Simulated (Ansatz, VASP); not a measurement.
## One calculation of HfC, two programs

Contents of INCAR:

```
SYSTEM = HfC
ALGO = Normal
EDIFF = 1E-6
ENCUT = 520
GGA = PE
ISIF = 2
ISMEAR = 0
LASPH = .TRUE.
LCHARG = .TRUE.
LELF = .TRUE.
LREAL = .FALSE.
LVHAR = .TRUE.
LWAVE = .FALSE.
NBANDS = 14
NELM = 80
PREC = Accurate
SIGMA = 0.1
```

File KPOINTS:

```
k-points
0
G
  16 16 16
  0 0 0
```

Contents of POSCAR:

```
HfC
1.0
    0.0000000000      2.3713611727      2.3713611727
    2.3713611727      0.0000000000      2.3713611727
    2.3713611727      2.3713611727      0.0000000000
Hf C
1 1
Direct
    0.5000000000      0.5000000000      0.5000000000
    0.0000000000      0.0000000000      0.0000000000
```

Input for Ansatz:

```yaml
crystal:
  lattice:
    - [0.0, 2.3713611727, 2.3713611727]
    - [2.3713611727, 0.0, 2.3713611727]
    - [2.3713611727, 2.3713611727, 0.0]
  atoms:
    - { symbol: Hf, position: [0.5, 0.5, 0.5] }
    - { symbol: C, position: [0.0, 0.0, 0.0] }
basis:
  ecutwfc: 420
kpoints:
  mp_grid: { grid: [16, 16, 16] }
hamiltonian:
  xc: pbe
scf:
  occupations: { method: gaussian, width: 0.1 }
output:
  forces: true
  stress: true
  eigenvalues: true
```

Alike in both runs: task single point; functional PBE; k mesh 16 × 16 × 16; occupations gaussian, width 0.1 eV; no spin polarisation.

```csv
,VASP,Ansatz
version,VASP 6.6.1,Ansatz 0.2.0
potentials or method,"VASP PAW PBE potentials, release 64 (Hf_pv, C)","scalar-relativistic, plane waves, PAW"
plane-wave cutoff (eV),520,420
valence electrons in the cell,14,30
```

|  | VASP | Ansatz | Ansatz less VASP |
| --- | --- | --- | --- |
| gap on the k mesh at the Fermi level (eV) | none | none | - |
| pressure (GPa) | -12.9 | -12.1 | +0.79 |

A gap of «none» marks a metal or a gap that the smearing closes. The functional is the same, so the differences come from potentials, cutoffs and numerics. The two sets of potentials don't hold the same shells in valence.

Spin-orbit coupling is left out, which matters for the levels of Hf.
